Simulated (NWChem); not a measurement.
**One shape, several levels: CHF3 (SMILES FC(F)F)**

Wanted: a comparison of 6 runs (HF/STO-3G, HF/3-21G, HF/def2-SVP, PBE0/def2-SVPD, B3LYP/6-31G**, B3LYP/6-31G*) of CHF3. 

The results are computed with NWChem 7.3.0.

### 1 The system as given

CHF3 has 5 atoms, charge 0, and is taken as a singlet. SMILES: `FC(F)F`. Geometry: relaxed at PBE0-D4/def2-TZVP.

Bond lengths: F1–C2 1.331 Å, C2–F3 1.331 Å, C2–F4 1.331 Å, C2–H5 1.093 Å. Angles: F1–C2–F3 108.5°, F1–C2–F4 108.5°, F3–C2–F4 108.5°, F1–C2–H5 110.4°, F3–C2–H5 110.4°, F4–C2–H5 110.4°.

### 2 Energy and gradient at HF/STO-3G (run 1)

File chf3.nw:

```
start chf3
title "CHF3 hf"
memory stack 880 mb heap 220 mb global 1100 mb

geometry noautosym nocenter noautoz
  F       -0.668650      -0.329700       1.079190
  C        0.019500       0.056360       0.006820
  F        1.047350      -0.773770      -0.157470
  F       -0.772570      -0.035090      -1.059420
  H        0.374370       1.082210       0.130870
end

basis spherical bse
  F library STO-3G
  C library STO-3G
  H library STO-3G
end

scf
  thresh 1e-08
  maxiter 80
  print low
end

task scf gradient
```

Command:

```
$ nwchem chf3.nw > chf3.out
```

The program printed:

```text
[...]
  functions       =    21
[...]
  wavefunction    = RHF
[...]
         Total SCF energy =   -332.093482535707
      One-electron energy =   -732.681900590739
      Two-electron energy =    266.635474036627
 Nuclear repulsion energy =    133.952944018405
        Time for solution =      0.5s
[...]
                         RHF ENERGY GRADIENTS
    atom               coordinates                        gradient
                 x          y          z           x          y          z
   1 F      -1.263565  -0.623043   2.039373    0.027702   0.013413  -0.044909
   2 C       0.036850   0.106505   0.012888   -0.007408  -0.021428  -0.002578
   3 F       1.979205  -1.462213  -0.297575   -0.043648   0.031875   0.006513
   4 F      -1.459946  -0.066310  -2.002014    0.032014   0.001167   0.044004
   5 H       0.707457   2.045080   0.247308   -0.008660  -0.025027  -0.003030
 Task  times  cpu:        0.6s     wall:        0.6s
 Total times  cpu:        0.6s     wall:        0.6s
```

Wall time 1.2 s (1 thread of AMD EPYC 7B13 (Zen 3), shared host); peak memory 0.098 GiB.

### 3 Energy and gradient at HF/3-21G (run 2)

File test.nw:

```
start test
title "CHF3 gradient"
memory stack 880 mb heap 220 mb global 1100 mb
charge 0

geometry noautosym nocenter noautoz
 F    -0.668650   -0.329700    1.079190
 C     0.019500    0.056360    0.006820
 F     1.047350   -0.773770   -0.157470
 F    -0.772570   -0.035090   -1.059420
 H     0.374370    1.082210    0.130870
end

basis spherical bse
 * library 3-21G
end

scf
 thresh 1e-08
 maxiter 80
 print low
end

task scf gradient
```

Command:

```
$ nwchem test.nw > test.out
```

The program printed:

```text
[...]
  functions       =    38
[...]
  wavefunction    = RHF
[...]
         Total SCF energy =   -334.950675266735
      One-electron energy =   -732.941705093932
      Two-electron energy =    264.038085808792
 Nuclear repulsion energy =    133.952944018405
        Time for solution =      0.4s
[...]
                         RHF ENERGY GRADIENTS
    atom               coordinates                        gradient
                 x          y          z           x          y          z
   1 F      -1.263565  -0.623043   2.039373    0.007822   0.004583  -0.012026
   2 C       0.036850   0.106505   0.012888   -0.011221  -0.032448  -0.003914
   3 F       1.979205  -1.462213  -0.297575   -0.011468   0.009573   0.001878
   4 F      -1.459946  -0.066310  -2.002014    0.008983   0.001274   0.012008
   5 H       0.707457   2.045080   0.247308    0.005884   0.017017   0.002055
 Task  times  cpu:        0.6s     wall:        0.6s
 Total times  cpu:        0.6s     wall:        0.6s
```

Run time: 1.2 s. Hardware: 1 thread of AMD EPYC 7B13 (Zen 3), shared host; peak memory 0.098 GiB.

Runs 3 to 5 aren't shown in full; the table further down has their settings and results.

### 4 Energy and forces at B3LYP/6-31G(d) (Cartesian functions) (run 6)

File run.py:

```python
from ase import Atoms
from ase.calculators.nwchem import NWChem

mol = Atoms(['F', 'C', 'F', 'F', 'H'], positions=[
    [-0.668650, -0.329700, 1.079190],
    [0.019500, 0.056360, 0.006820],
    [1.047350, -0.773770, -0.157470],
    [-0.772570, -0.035090, -1.059420],
    [0.374370, 1.082210, 0.130870],
])

calc = NWChem(
    label='chf3',
    theory='dft',
    memory='2200 mb',
    basis='6-31G*',
    dft={'xc': 'b3lyp', 'mult': '1', 'grid': 'xfine', 'convergence': 'energy 1e-08', 'iterations': '100', 'mulliken': None},
)
mol.calc = calc

forces = mol.get_forces()
print("Total energy (eV):", round(mol.get_potential_energy(), 6))
print("forces (eV/A):")
for s, f in zip(mol.symbols, forces):
    print(f"{s:2s} {f[0]:10.5f} {f[1]:10.5f} {f[2]:10.5f}")
print("dipole (e A):", mol.get_dipole_moment().round(4))
```

Command:

```
$ export ASE_NWCHEM_COMMAND="nwchem PREFIX.nwi > PREFIX.nwo"
$ python run.py
```

The program printed:

```text
Total energy (eV): -9203.588163
forces (eV/A):
F    -0.28334   -0.12521    0.46907
C     0.13611    0.39389    0.04715
F     0.45904   -0.31727   -0.06608
F    -0.32802    0.00211   -0.45591
H     0.01620    0.04649    0.00576
dipole (e A): [0.0939 0.2714 0.0328]
```

The calculator wrote chf3.nwi:

```
title "chf3"

permanent_dir chf3

scratch_dir chf3

start chf3

geometry units angstrom nocenter noautosym noautoz
  F  -6.6864999999999997e-01 -3.2969999999999999e-01 1.0791900000000001e+00
  C  1.9500000000000000e-02 5.6360000000000000e-02 6.8199999999999997e-03
  F  1.0473500000000000e+00 -7.7376999999999996e-01 -1.5747000000000000e-01
  F  -7.7256999999999998e-01 -3.5090000000000003e-02 -1.0594200000000000e+00
  H  3.7436999999999998e-01 1.0822099999999999e+00 1.3086999999999999e-01
end

memory 2200 mb

basis noprint
   * library 6-31G*
end

dft
  xc b3lyp
  mult 1
  grid xfine
  convergence energy 1e-08
  iterations 100
  mulliken
end

task dft gradient
```

chf3.nwo:

```text
Northwest Computational Chemistry Package (NWChem) 7.3.0
             --------------------------------------------------------

           Job information
           ---------------

    nwchem branch   = 7.3.0
    use scalapack   = T
    input           = chf3.nwi
    prefix          = chf3.
    data base       = chf3/chf3.db
    status          = startup
    nproc           =        1

           Memory information
           ------------------

[... 5 lines left out ...]
    hardfail = no
[... 97 lines left out ...]
  convergence criterion.
[... 42 lines left out ...]
          Spatial weights used:  Erf1
[... 32 lines left out ...]
 1-e energy   =    -735.454884
[... 49 lines left out ...]
           Coulomb energy =      300.983099392219
[... 503 lines left out ...]
          Convergence on density requested:  1.00D-05
[... 28 lines left out ...]
          total energy or number of iterations.
[... 36 lines left out ...]
                 ----------------------------------------
                 |  Time  |  1-e(secs)   |  2-e(secs)   |
                 ----------------------------------------
                 |  CPU   |       0.00   |       0.65   |
                 ----------------------------------------
                 |  WALL  |       0.00   |       0.65   |
                 ----------------------------------------

 Task  times  cpu:        9.1s     wall:        9.1s
 Total times  cpu:        9.1s     wall:        9.1s
```

It took 11 s on 1 thread of AMD EPYC 7B13 (Zen 3), shared host; peak memory 0.13 GiB.

### 5 The series

| run | level | iteration cap | module | energy (Eh) | largest force (eV/Å) | wall time |
| --- | --- | --- | --- | --- | --- | --- |
| 1 | HF/STO-3G | 80 | scf | -332.093483 | 2.800 | 1.2 s |
| 2 | HF/3-21G | 80 | scf | -334.950675 | 1.777 | 1.2 s |
| 3 | HF/def2-SVP | 80 | scf | -336.503775 | 1.278 | 4.5 s |
| 4 | PBE0/def2-SVPD | 100 | dft | -337.679376 | 0.242 | 13 s |
| 5 | B3LYP/6-31G** (spherical functions) | 100 | dft | -338.223530 | 0.563 | 9.6 s |
| 6 | B3LYP/6-31G* (Cartesian functions) | 100 | dft | -338.225629 | 0.562 | 11 s |

### 6 Results

| quantity | value |
| --- | --- |
| run 6: total energy | -338.22563 Eh |
| run 6: dipole moment | 1.39 D |
| run 6: HOMO energy | -10.56 eV |
| run 6: LUMO energy | 3.23 eV |
| run 6: HOMO–LUMO gap | 13.79 eV |
| run 6: largest force on an atom | 0.562 eV/Å |

**Reading.** Over runs 3, 5, 6 the dipole moment (its size) runs from 1.39 D (B3LYP/6-31G**) to 1.90 D (HF/def2-SVP). The two ends differ in method and basis. Over runs 3, 5, 6 the HOMO–LUMO gap runs from 13.78 eV (B3LYP/6-31G**) to 21.56 eV (HF/def2-SVP). Totals of different functionals can't be ranked against each other. In run 1 the basis is minimal, so the values are rough. All runs together took 40 s, the longest 13 s.
